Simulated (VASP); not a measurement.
# AgBr (Fm-3m) in VASP: notebook

The runs below take AgBr through relaxation of cell and atoms, with PBEsol.

All numbers are computed with VASP 6.6.1; they aren't measurements. Logs are shortened: lines on timing, memory, paths and dates and some standing lists are left out, and cuts for length are marked.

## Step 1: Starting point

Symmetry: Fm-3m, No. 225, cubic system. The conventional cell has a = 5.740 Å, b = 5.740 Å, c = 5.740 Å, α = 90.00°, β = 90.00°, γ = 90.00°. Ag (site symmetry m-3m) has 6 Br at 2.87 Å as nearest neighbours. Around Br (site symmetry m-3m) lie 6 Ag at 2.87 Å.

## Step 2: Relaxation of cell and atoms, PBEsol

INCAR

```
PREC = Accurate ; ENCUT = 600
EDIFF = 1E-6 ; ISMEAR = 0
SIGMA = 0.03 ; LREAL = F
LASPH = T ; NELM = 80
ALGO = Normal ; ISIF = 3
LWAVE = F ; LCHARG = F
GGA = PS ; IBRION = 2
NSW = 90 ; EDIFFG = -0.01
```

KPOINTS

```
regular mesh
0
Gamma
  8 8 8
```

POSCAR

```
AgBr
1.0
    0.0000000000      2.8701500000      2.8701500000
    2.8701500000      0.0000000000      2.8701500000
    2.8701500000      2.8701500000      0.0000000000
Ag Br
1 1
Direct
    0.0000000000      0.0000000000      0.0000000000
    0.5000000000      0.5000000000      0.5000000000
```

Potentials or basis: VASP PAW PBE potentials, release 64 (Ag, Br).

Command:

```
cat potpaw_PBE.64/Ag/POTCAR potpaw_PBE.64/Br/POTCAR > POTCAR
mpirun -np 1 vasp_std > vasp.out
```

OUTCAR:

```text
PREC = Accurate
   ENCUT = 600
   EDIFF = 1E-6
   ISMEAR = 0
   LREAL = F
   LASPH = T
   NELM = 80
   ISIF = 3
   GGA = PS
   IBRION = 2
   NSW = 90
   EDIFFG = -0.01

 ion  position               nearest neighbor table
   1  0.000  0.000  0.000-   2 2.87   2 2.87   2 2.87   2 2.87   2 2.87   2 2.87
   2  0.500  0.500  0.500-   1 2.87   1 2.87   1 2.87   1 2.87   1 2.87   1 2.87

  LATTYP: Found a face centered cubic cell.
 ALAT       =     5.7403000000

  Lattice vectors:

 A1 = (   0.0000000000,   2.8701500000,   2.8701500000)
 A2 = (   2.8701500000,   0.0000000000,   2.8701500000)
 A3 = (   2.8701500000,   2.8701500000,   0.0000000000)

Analysis of symmetry for initial positions (statically):
=====================================================================
 Subroutine PRICEL returns:
 Original cell was already a primitive cell.

 Routine SETGRP: Setting up the symmetry group for a
 face centered cubic supercell.

 Subroutine GETGRP returns: Found 48 space group operations
 (whereof 48 operations were pure point group operations)
 out of a pool of 48 trial point group operations.

The static configuration has the point symmetry O_h .

Analysis of symmetry for dynamics (positions and initial velocities):
=====================================================================
 Subroutine PRICEL returns:
 Original cell was already a primitive cell.

 Routine SETGRP: Setting up the symmetry group for a
 face centered cubic supercell.

 Subroutine GETGRP returns: Found 48 space group operations
 (whereof 48 operations were pure point group operations)
 out of a pool of 48 trial point group operations.

The dynamic configuration has the point symmetry O_h .

 Subroutine INISYM returns: Found 48 space group operations
 (whereof 48 operations are pure point group operations),
 and found     1 'primitive' translations

----------------------------------------------------------------------------------------

                                     Primitive cell

  volume of cell :      47.2872

  direct lattice vectors                    reciprocal lattice vectors
     0.000000000  2.870150000  2.870150000    -0.174206923  0.174206923  0.174206923
     2.870150000  0.000000000  2.870150000     0.174206923 -0.174206923  0.174206923
     2.870150000  2.870150000  0.000000000     0.174206923  0.174206923 -0.174206923

  length of vectors
     4.059005056  4.059005056  4.059005056     0.301735242  0.301735242  0.301735242

  position of ions in fractional coordinates (direct lattice)
     0.000000000  0.000000000  0.000000000
     0.500000000  0.500000000  0.500000000

  ion indices of the primitive-cell ions
   primitive index   ion index
                 1           1
                 2           2

----------------------------------------------------------------------------------------

 KPOINTS: regular mesh

Automatic generation of k-mesh.
 Grid dimensions read from file:
 generate k-points for:    8    8    8

 Generating k-lattice:

  Cartesian coordinates                     Fractional coordinates (reciprocal lattice)
    -0.021775865  0.021775865  0.021775865     0.125000000  0.000000000  0.000000000
     0.021775865 -0.021775865  0.021775865     0.000000000  0.125000000  0.000000000
     0.021775865  0.021775865 -0.021775865     0.000000000  0.000000000  0.125000000

  Length of vectors
     0.037716905  0.037716905  0.037716905

  Shift w.r.t. Gamma in fractional coordinates (k-lattice)
     0.000000000  0.000000000  0.000000000

 Subroutine IBZKPT returns following result:
 ===========================================

 Found     29 irreducible k-points:
[... 53 lines left out ...]
   ISYM   =      2    0-nonsym 1-usesym 2-fastsym
   POTIM  = 0.5000    time-step for ionic-motion
   TEBEG  =    0.0;   TEEND  =   0.0 temperature during run
   PSTRESS=    0.0 pullay stress
   NELECT =      18.0000    total number of electrons
   NUPDOWN=      -1.0000    fix difference up-down
   EMIN   =  10.00;   EMAX   =-10.00  energy-range for DOS
   EFERMI =   0.00;   METHOD = LEGACY
   ISMEAR =     0;   SIGMA  =   0.03  broadening in eV -4-tet -1-fermi 0-gaus
   EFERMI_NEDOS =   21; number of points for ismear=-14 and -15
   IALGO  =     38    algorithm
   IMIX   =      4    mixing-type and parameters
     AMIX     =   0.40;   BMIX     =  1.00
     AMIX_MAG =   1.60;   BMIX_MAG =  1.00
  volume/ion in A,a.u.               =      23.64       159.55
  Fermi-wavevector in a.u.,A,eV,Ry     =   1.186454  2.242074 19.152570  1.407674
  Thomas-Fermi vector in A             =   2.322627
   LORBIT       =      0    0 simple, 1 ext, 2 COOP (PROOUT), +10 PAW based schemes
   GGA     = PS    functional components
   LHFCALC =     F    Hartree Fock is set to
   AEXX    =    0.0000 exact exchange contribution
   IVDW    =     0    specifies the selected vdW correction
   LEPSILON=     F    determine dielectric tensor
   LRPA    =     F    only Hartree local field effects (RPA)
 conjugate gradient relaxation of ions
 non-spin polarized calculation
 Gauss-broadening in eV      SIGMA  =   0.03
  energy-cutoff  :      600.00
  volume of cell :       47.29
 maximum number of plane-waves:      1604
   NGX = 17   NGY = 17   NGZ = 17

--------------------------------------- Ionic step        1  -------------------------------------------

 number of electron      17.9999999 magnetization

 Free energy of the ion-electron system (eV)
  ---------------------------------------------------
  ext. energy  EPLUGINS =         0.00000000
  ---------------------------------------------------
  free energy    TOTEN  =        -5.68994424 eV

  energy without entropy =       -5.68994424  energy(sigma->0) =       -5.68994424

------------------------ aborting loop because EDIFF is reached ----------------------------------------

  FORCE on cell =-STRESS in cart. coord.  units (eV):
  Direction    XX          YY          ZZ          XY          YZ          ZX
  --------------------------------------------------------------------------------------
  -------------------------------------------------------------------------------------
  Total       -0.4994801     -0.4994801     -0.4994801     -0.0000000      0.0000000      0.0000000
  in kB      -16.9232988    -16.9232988    -16.9232988     -0.0000000      0.0000000      0.0000000
  external PRESSURE =     -16.9232988 kB  Pullay stress =       0.0000000 kB

 VOLUME and BASIS-vectors are now :
 -----------------------------------------------------------------------------
  energy-cutoff  :      600.00
  volume of cell :       47.29
      direct lattice vectors                 reciprocal lattice vectors
     0.000000000  2.870150000  2.870150000    -0.174206923  0.174206923  0.174206923
     2.870150000  0.000000000  2.870150000     0.174206923 -0.174206923  0.174206923
     2.870150000  2.870150000  0.000000000     0.174206923  0.174206923 -0.174206923

 POSITION                                       TOTAL-FORCE (eV/Angst)
 -----------------------------------------------------------------------------------
      0.00000      0.00000      0.00000         0.000000     -0.000000     -0.000000
      2.87015      2.87015      2.87015         0.000000      0.000000      0.000000
 -----------------------------------------------------------------------------------
    total drift:                                0.000000     -0.000000     -0.000000

  FREE ENERGIE OF THE ION-ELECTRON SYSTEM (eV)
  ---------------------------------------------------
  free  energy   TOTEN  =        -5.6899442352 eV

  energy  without entropy=       -5.6899442352  energy(sigma->0) =       -5.68994424

--------------------------------------- Ionic step        2  -------------------------------------------

 number of electron      18.0000002 magnetization

 Free energy of the ion-electron system (eV)
  ---------------------------------------------------
  ext. energy  EPLUGINS =         0.00000000
  ---------------------------------------------------
  free energy    TOTEN  =        -5.69901813 eV

  energy without entropy =       -5.69901813  energy(sigma->0) =       -5.69901813

 E-fermi :   4.1584     XC(G=0): -10.2726

 val. band max:        3.9560137885   @ k =   0.5000   0.0000   0.0000
 cond. band min:       4.4541171296   @ k =   0.0000   0.0000   0.0000
 fundamental gap:      0.4981033411
 Fermi energy:         4.1583622435

 k-point     1 :       0.0000    0.0000    0.0000
  band No.  band energies     occupation
      1     -11.4009      2.00000
      2       0.9683      2.00000
      3       0.9683      2.00000
      4       0.9683      2.00000
      5       0.9686      2.00000
      6       0.9686      2.00000
      7       1.8734      2.00000
      8       1.8734      2.00000
      9       1.8734      2.00000
     10       4.4541      0.00000
     11      13.7565      0.00000
     12      13.7565      0.00000
     13      13.7565      0.00000
[... 354 lines left out ...]
  band No.  band energies     occupation
      1     -10.8585      2.00000
      2      -1.2488      2.00000
      3      -0.4192      2.00000
      4      -0.3705      2.00000
      5       1.2586      2.00000
      6       1.3201      2.00000
      7       1.6169      2.00000
      8       2.6620      2.00000
      9       3.2778      2.00000
     10       8.3984      0.00000
     11       8.9856      0.00000
     12      11.6626      0.00000
     13      11.7923      0.00000

 [... further k-points ...]
[... 5 lines left out ...]
  --------------------------------------------------------------------------------------
  -------------------------------------------------------------------------------------
  Total        0.0137896      0.0137896      0.0137896      0.0000000     -0.0000000     -0.0000000
  in kB        0.4845176      0.4845176      0.4845176      0.0000000     -0.0000000     -0.0000000
  external PRESSURE =       0.4845176 kB  Pullay stress =       0.0000000 kB

 VOLUME and BASIS-vectors are now :
 -----------------------------------------------------------------------------
  energy-cutoff  :      600.00
  volume of cell :       45.60
      direct lattice vectors                 reciprocal lattice vectors
    -0.000000000  2.835570078  2.835570078    -0.176331385  0.176331385  0.176331385
     2.835570078  0.000000000  2.835570078     0.176331385 -0.176331385  0.176331385
     2.835570078  2.835570078 -0.000000000     0.176331385  0.176331385 -0.176331385

 POSITION                                       TOTAL-FORCE (eV/Angst)
 -----------------------------------------------------------------------------------
      2.83557      2.83557      5.67114         0.000000     -0.000000     -0.000000
      2.83557      2.83557      2.83557        -0.000000      0.000000      0.000000
 -----------------------------------------------------------------------------------
    total drift:                               -0.000000     -0.000000     -0.000000

  FREE ENERGIE OF THE ION-ELECTRON SYSTEM (eV)
  ---------------------------------------------------
  free  energy   TOTEN  =        -5.6990181295 eV

  energy  without entropy=       -5.6990181295  energy(sigma->0) =       -5.69901813

 reached required accuracy - stopping structural energy minimisation
```

It took 11 s on 1 thread of Intel Xeon 6975P-C (Granite Rapids), shared host; peak memory 0.19 GiB.

Results:

| Item | Value |
| --- | --- |
| Free energy | -5.6990 eV |
| Relaxed volume | 22.80 Å³/atom |
| Relaxed cell | a = 4.010 Å, b = 4.010 Å, c = 4.010 Å, α = 60.00°, β = 60.00°, γ = 60.00° |
| Space group after relaxing (to 0.05 Å) | Fm-3m (No. 225) |
| Energy gained by relaxing | 4.5 meV/atom |
| Ionic steps | 2 |
| Pressure after relaxing | 0.0 GPa |
| Band gap on the k mesh | 0.50 eV, indirect (least direct gap 2.58 eV) |

Step by step:
| step | energy change (eV) | largest force (eV/Å) | pressure (GPa) | volume (Å³) |
| --- | --- | --- | --- | --- |
| 1 | 0.0000 | 0.0000 | -1.69 | 47.29 |
| 2 | -0.0091 | 0.0000 | 0.05 | 45.60 |

Final structure:
```cif
data_structure
_symmetry_space_group_name_H-M 'P 1'
_symmetry_Int_Tables_number 1
_cell_length_a 4.0101
_cell_length_b 4.0101
_cell_length_c 4.0101
_cell_angle_alpha 60.000
_cell_angle_beta 60.000
_cell_angle_gamma 60.000
_cell_volume 45.60
loop_
_atom_site_label
_atom_site_type_symbol
_atom_site_fract_x
_atom_site_fract_y
_atom_site_fract_z
_atom_site_occupancy
Ag1 Ag 0.00000 0.00000 0.00000 1
Br1 Br 0.50000 0.50000 0.50000 1
```

Levels at points of the mesh, in eV from the valence-band top:
```tsv
k point	band 5	band 6	band 7	band 8	band 9	band 10	band 11	band 12	band 13
(0.00, 0.00, 0.00)	-2.99	-2.99	-2.08	-2.08	-2.08	0.50	9.80	9.80	9.80
(0.50, 0.00, 0.00)	-2.64	-2.64	-2.28	0.00	0.00	3.44	6.56	6.56	6.73
(0.50, 0.50, 0.00)	-3.06	-2.81	-2.53	-2.53	-2.40	1.39	6.84	9.05	11.08
```

Caveat: the PAW data sets were made with another functional, which shifts forces and pressure a little. A k mesh can miss the band edges.

## Step 3: Relaxation of cell and atoms, PBEsol

This run uses another cell than the first one, of 22.80 Å³/atom, 0.964 times its volume.

INCAR

```
PREC = Accurate ; ENCUT = 600
EDIFF = 1E-7 ; ISMEAR = 0
SIGMA = 0.03 ; LREAL = F
LASPH = T ; NELM = 80
ALGO = Normal ; ISIF = 3
LWAVE = F ; LCHARG = F
GGA = PS ; IBRION = 2
NSW = 90 ; EDIFFG = -0.005
```

KPOINTS is that of step 2.

POSCAR

```
AgBr                                    
1.0
   -0.0000000000      2.8355700778      2.8355700778
    2.8355700778      0.0000000000      2.8355700778
    2.8355700778      2.8355700778     -0.0000000000
  Ag              Br            
     1     1
Direct
     1.0000000000000000    1.0000000000000000    0.0000000000000000
     0.5000000000000000    0.5000000000000000    0.5000000000000000
```

Potentials or basis: VASP PAW PBE potentials, release 64 (Ag, Br).

Command:

```
cat potpaw_PBE.64/Ag/POTCAR potpaw_PBE.64/Br/POTCAR > POTCAR
mpirun -np 1 vasp_std > vasp.out
```

OUTCAR:

```text
PREC = Accurate
   ENCUT = 600
   EDIFF = 1E-7
   ISMEAR = 0
   LREAL = F
   LASPH = T
   NELM = 80
   ISIF = 3
   GGA = PS
   IBRION = 2
   NSW = 90
   EDIFFG = -0.005

 ion  position               nearest neighbor table
   1  0.000  0.000  0.000-   2 2.84   2 2.84   2 2.84   2 2.84   2 2.84   2 2.84
   2  0.500  0.500  0.500-   1 2.84   1 2.84   1 2.84   1 2.84   1 2.84   1 2.84

  LATTYP: Found a face centered cubic cell.
 ALAT       =     5.6711401556

  Lattice vectors:

 A1 = (   0.0000000000,   2.8355700778,   2.8355700778)
[... 613 lines left out ...]
     11       8.9765      0.00000
     12      11.6522      0.00000
     13      11.7807      0.00000

 [... further k-points ...]
[... 5 lines left out ...]
  --------------------------------------------------------------------------------------
  -------------------------------------------------------------------------------------
  Total       -0.0008874     -0.0008874     -0.0008874      0.0000000      0.0000000      0.0000000
  in kB       -0.0311536     -0.0311536     -0.0311536      0.0000000      0.0000000      0.0000000
  external PRESSURE =      -0.0311536 kB  Pullay stress =       0.0000000 kB

 VOLUME and BASIS-vectors are now :
 -----------------------------------------------------------------------------
  energy-cutoff  :      600.00
  volume of cell :       45.64
      direct lattice vectors                 reciprocal lattice vectors
     0.000000000  2.836330977  2.836330977    -0.176284081  0.176284081  0.176284081
     2.836330977  0.000000000  2.836330977     0.176284081 -0.176284081  0.176284081
     2.836330977  2.836330977  0.000000000     0.176284081  0.176284081 -0.176284081

 POSITION                                       TOTAL-FORCE (eV/Angst)
 -----------------------------------------------------------------------------------
      2.83633      5.67266      2.83633         0.000000     -0.000000      0.000000
      2.83633      2.83633      2.83633        -0.000000      0.000000     -0.000000
 -----------------------------------------------------------------------------------
    total drift:                               -0.000000     -0.000000     -0.000000

  FREE ENERGIE OF THE ION-ELECTRON SYSTEM (eV)
  ---------------------------------------------------
  free  energy   TOTEN  =        -5.6985665822 eV

  energy  without entropy=       -5.6985665822  energy(sigma->0) =       -5.69856658

 reached required accuracy - stopping structural energy minimisation
```

OSZICAR:

```text
N       E                     dE             d eps       ncg     rms          rms(c)
DAV:   1     0.109107006014E+03    0.10911E+03   -0.93573E+03   762   0.139E+03
DAV:   2    -0.140549700020E+01   -0.11051E+03   -0.10388E+03   854   0.261E+02
DAV:   3    -0.580001387819E+01   -0.43945E+01   -0.43743E+01   889   0.557E+01
[... 13 lines left out ...]
DAV:   2    -0.569857621768E+01    0.10545E-03   -0.31470E-04   754   0.240E-01    0.237E-02
DAV:   3    -0.569856845873E+01    0.77590E-05   -0.20812E-05   764   0.367E-02    0.161E-02
DAV:   4    -0.569856698165E+01    0.14771E-05   -0.17137E-06   799   0.131E-02    0.512E-03
DAV:   5    -0.569856664209E+01    0.33956E-06   -0.60902E-07   779   0.129E-02    0.165E-03
DAV:   6    -0.569856658225E+01    0.59842E-07   -0.16337E-07   401   0.604E-03
   2 F= -.56985666E+01 E0= -.56985666E+01  d E =-.422127E-05
```

It took 10 s on 1 thread of Intel Xeon 6975P-C (Granite Rapids), shared host; peak memory 0.19 GiB.

Results:

```
Free energy                            : -5.6986 eV
Relaxed volume                         : 22.82 Å³/atom
Relaxed cell                           : a = 4.011 Å, b = 4.011 Å, c = 4.011 Å, α = 60.00°, β = 60.00°, γ = 60.00°
Space group after relaxing (to 0.05 Å) : Fm-3m (No. 225)
Energy gained by relaxing              : 0.0 meV/atom
Ionic steps                            : 2
Pressure after relaxing                : 0.0 GPa
Band gap on the k mesh                 : 0.50 eV, indirect (least direct gap 2.58 eV)
```

Final structure:
```yaml
crystal:
  lattice:
    - [0.00000, 2.83633, 2.83633]
    - [2.83633, 0.00000, 2.83633]
    - [2.83633, 2.83633, 0.00000]
  atoms:
    - { symbol: Ag, position: [0.00000, 0.00000, 0.00000] }
    - { symbol: Br, position: [0.50000, 0.50000, 0.50000] }
```

Levels at points of the mesh, in eV from the valence-band top:
```csv
k point,band 5,band 6,band 7,band 8,band 9,band 10,band 11,band 12,band 13
"(0.00, 0.00, 0.00)",-2.98,-2.98,-2.08,-2.08,-2.08,0.50,9.80,9.80,9.80
"(0.50, 0.00, 0.00)",-2.64,-2.64,-2.28,0.00,0.00,3.44,6.56,6.56,6.73
"(0.50, 0.50, 0.00)",-3.06,-2.80,-2.52,-2.52,-2.40,1.39,6.84,9.05,11.08
```

Caveat: the PAW data sets were made with another functional, which shifts forces and pressure a little.
